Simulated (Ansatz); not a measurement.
## Perturbing TaN

Base: a structure deposited in the COD, ions relaxed with PBE at fixed cell.

```yaml
crystal:
  lattice:
    - [5.19600, 0.00000, 0.00000]
    - [-2.59800, 4.49987, 0.00000]
    - [0.00000, 0.00000, 2.91100]
  atoms:
    - { symbol: Ta, position: [0.33333, 0.66667, 0.50000] }
    - { symbol: Ta, position: [0.66667, 0.33333, 0.50000] }
    - { symbol: Ta, position: [0.00000, 0.00000, 0.00000] }
    - { symbol: N, position: [0.39318, 0.00000, 0.00000] }
    - { symbol: N, position: [0.60682, 0.60682, 0.00000] }
    - { symbol: N, position: [0.00000, 0.39318, 0.00000] }
```

Sites (sets of like atoms) are named by element and the number of their first atom in this list.

Computed with Ansatz: DFT, PBE, plane waves and PAW, scalar-relativistic, collinear spin, 420 eV cutoff, Γ-centred 10×10×16 k-points, Fermi–Dirac smearing 0.05 eV. Start moments as typed (μB): 2 on each Ta, none on the rest.

Q: Variant: z stretched by 1 %, ions relaxed. What happens to the gradients (10²¹ V/m²)?

A: 

```
site    atoms  V_zz base  η base  V_zz variant  η variant
 Ta1     1, 2     -19.89    0.00        -18.89       0.00
 Ta3        3      13.35    0.00         14.94       0.00
   N  4, 5, 6      -1.42    0.33         -1.51       0.46
```

The largest change of V_zz is on Ta3, from 13.35 to 14.94. In per cent, |V_zz| changes by -5 to +12 on Ta (all sites that start above 2).

With no gap above 0.1 eV, as in a metal, the gradients converge slowly in k; expect changes of a tenth or more on a denser mesh. Without spin–orbit coupling the gradients at and beside Ta can be off by some per cent, at some sites by more. With these PAW files V_zz is typically within 2 to 3 % of all-electron values, but misses above 10 % occur on Ta. The start moments die out, and the run ends without spin.
For the base: At this cell the principal stresses reach 5 GPa in size with PBE, which can matter for small gradients.
